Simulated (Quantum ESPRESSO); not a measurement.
WC:

```xyz
2
Lattice="0.0000 2.1927 2.1927 2.1927 0.0000 2.1927 2.1927 2.1927 0.0000" Properties=species:S:1:pos:R:3 pbc="T T T"
W     2.2435    2.2433    4.3805
C     2.1419    2.1421    2.1976
```

The cell comes from a database or a generator and needn't be the stable form of this composition.

- Program: Quantum ESPRESSO 7.5
- Task: relaxation of the atoms
- Functional: B86bPBE
- Potentials or basis: PseudoDojo 0.4.1 SR LDA standard
- Cutoff: 1116 eV
- Density cutoff: 4463 eV
- k mesh: 6 × 6 × 6
- Occupations: gaussian, width 0.2 eV
- Spin: no spin polarisation

At the start: volume 10.54 Å³/atom.

Question: Where does the relaxation end?

Answer: Over 5 steps the energy falls by 37.7 meV/atom; space group Fm-3m (No. 225, to 0.05 Å).

The path:
```tsv
step	energy change (eV)	largest force (eV/Å)
1	0.0000	1.0149
2	-0.0370	0.7618
3	-0.0643	0.4090
4	-0.0754	0.0184
5	-0.0754	0.0011
```

Final structure:
```cif
data_structure
_symmetry_space_group_name_H-M 'P 1'
_symmetry_Int_Tables_number 1
_cell_length_a 3.1009
_cell_length_b 3.1009
_cell_length_c 3.1009
_cell_angle_alpha 60.000
_cell_angle_beta 60.000
_cell_angle_gamma 60.000
_cell_volume 21.08
loop_
_atom_site_label
_atom_site_type_symbol
_atom_site_fract_x
_atom_site_fract_y
_atom_site_fract_z
_atom_site_occupancy
W1 W 0.99999 0.99999 0.00003 1
C1 C 0.50001 0.50001 0.49997 1
```

Caveat: the k mesh is coarse (spacing up to 0.41 Å⁻¹), so the values aren't converged; the potentials were made for another functional, which shifts forces and pressure.
